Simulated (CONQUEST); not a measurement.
P under changes of volume

One of the cells (20.458 Å³/atom); the others are scaled copies at fixed shape and fractional positions:

```
P
1.0
     3.29549    0.00000    0.00000
     0.00000    4.54364    0.00000
     0.00000    0.00000   10.93008
P
8
Cartesian
  0.0000 2.6754 9.8824
  1.6477 2.6754 4.4173
  0.0000 1.8683 1.0477
  1.6477 1.8683 6.5128
  0.0000 0.4035 6.5128
  1.6477 0.4035 1.0477
  0.0000 4.1401 4.4173
  1.6477 4.1401 9.8824
```

| Property | Result |
| --- | --- |
| Program | CONQUEST 1.3 |
| Functional | PBEsol |
| Potentials or basis | PseudoDojo NC PBEsol, DZP, grid of 32 × 48 × 108 points |
| k mesh | 8 × 6 × 3 |
| Occupations | fermi-dirac, width 0.05 eV |
| Spin | no spin polarisation |

| volume (Å³/atom) | energy over the lowest point (meV/atom) | pressure (GPa) | largest force (eV/Å) |
| --- | --- | --- | --- |
| 19.230 | 26.86 | 6.3 | 1.107 |
| 19.639 | 13.31 | 4.3 | 0.896 |
| 20.049 | 4.65 | 2.5 | 0.704 |
| 20.458 | ? | ? | ? |
| 20.867 | 0.00 | -0.6 | 0.365 |
| 21.276 | 3.34 | -2.0 | 0.235 |
| 21.685 | 9.98 | -3.2 | 0.173 |

Q: What does the run at 20.458 Å³/atom give?

A: Energy over the lowest point 0.33 meV/atom; pressure 0.9 GPa; largest force 0.527 eV/Å.

Worked out: A Birch-Murnaghan fit of order 3 (a polynomial in V^(-2/3)) to the other rows has its minimum at 20.69 Å³/atom with B0 = V·E''(V) = 75 GPa and B' = 3.7 at fixed shape and positions, which overstates the stiffness. It gives 0.32 meV/atom at 20.458 Å³/atom, against the run's 0.33, and -dE/dV = 0.9 GPa, against 0.9.

Energies are extrapolated to zero smearing.

Caveats: this functional lacks dispersion, which binds the layers, so the pressure and a relaxed spacing across them are unreliable; the basis of atomic orbitals isn't converged, which shifts pressures, moduli and gaps; forces of over 1 eV/Å show positions far from the minimum, so gaps and moduli don't describe the material at rest (some runs).
